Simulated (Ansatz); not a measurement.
A run of Ansatz 0.2.0:

The input input.yaml:

```yaml
crystal:
  lattice:
    - [2.0715, 1.1959810826, 9.5453333333]
    - [-2.0715, 1.1959810826, 9.5453333333]
    - [0.0, -2.3919621653, 9.5453333333]
  atoms:
    - { symbol: Bi, position: [0.5992, 0.5992, 0.5992] }
    - { symbol: Bi, position: [0.4008, 0.4008, 0.4008] }
    - { symbol: Se, position: [0.7883, 0.7883, 0.7883] }
    - { symbol: Se, position: [0.2117, 0.2117, 0.2117] }
    - { symbol: Se, position: [0.0, 0.0, 0.0] }
hamiltonian:
  xc: revpbe
  pseudopotentials: { kind: paw }
kpoints:
  mp_grid: { grid: [8, 8, 8] }
  band_path:
    path:
      - [[0.0, 0.0, 0.0], [0.5, 0.0, 0.0], [0.5, 0.1771325325, -0.1771325325]]
      - [[0.8228674675, 0.5, 0.1771325325], [0.5, 0.5, 0.5], [0.0, 0.0, 0.0], [0.3385662663, 0.0, -0.3385662663]]
      - [[0.6614337337, 0.3385662663, 0.0], [0.5, 0.5, 0.0], [0.6614337337, 0.6614337337, 0.1771325325], [0.5, 0.5, 0.5]]
      - [[0.5, 0.0, 0.0], [0.8228674675, 0.3385662663, 0.3385662663]]
    npoints: 14
scf:
  occupations: { method: fermi_dirac, width: 0.05 }
  n_extra_bands: 12
output:
  forces: true
  stress: true
  eigenvalues: true
  fatbands: false
```

Potentials or basis: Ansatz PAW.

Launch:

```sh
$ ansatz run input.yaml --threads 2 --pin off --max-ram 5120MiB --backend cpu --events-out ev --progress --plain --runs-dir out
```

Hardware: 2 threads of Arm Neoverse V2, with other jobs on the host.

**Question.** How long does it take, and how much memory?

**Answer.** It took 20 s on 2 threads of Arm Neoverse V2 (shared host), peak memory 0.69 GiB. Counts: scf iterations 7, plane waves 2743, k points 65, bands 51.
